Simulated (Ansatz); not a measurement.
Runs of Ansatz 0.2.0 on Cs. Symmetry: Im-3m, No. 229, cubic system. The conventional cell has a = 6.257 Å, b = 6.257 Å, c = 6.257 Å, α = 90.00°, β = 90.00°, γ = 90.00°. 

```tsv
task	level	potentials or basis	spin	cell	k mesh	cutoff (eV)	smearing	other keys	gap on the mesh (eV)	pressure (GPa)
electron localisation function	CAM-B3LYP+D4	Ansatz NC	off	volume scaled by 0.88	5 × 5 × 5	680	fermi-dirac 0.15 eV	-	none	(a)
single point	PBEsol+D3(BJ)	Ansatz PAW	off	as given	6 × 6 × 6	420	tetrahedron	hamiltonian.xc = pbesol	none	-0.3
atomic charges	r2SCAN0	Ansatz PAW	SOC, no magnetisation	as given	4 × 4 × 4	500	fermi-dirac 0.01 eV	scf.initial_density.chi_scale = 0.1	none	0.1
electric field gradients	r2SCAN0	Ansatz PAW polarizable	off	as given	4 × 4 × 4	500	methfessel-paxton 0.05 eV	-	none	0.1
```

Problem. Estimate the missing entries.

Solution. (a) 0.3.

Caveats: the thresholds are loose for stress (some runs); the PAW data sets come from PBE, with cores solved anew for the run's functional, which leaves a small shift of forces and pressure (some runs); pairwise dispersion overbinds metals, which lowers pressure and volume (some runs); the potentials were made for another functional, which shifts forces and pressure (some runs); with tetrahedron occupations forces and stress needn't match the slope of the energy (some runs).

A k mesh can miss the band edges, and rows without SOC leave out spin-orbit coupling on Cs.

A gap of «none» marks a metal or a gap under the smearing width.

Runs at the PBE level aren't shown here.
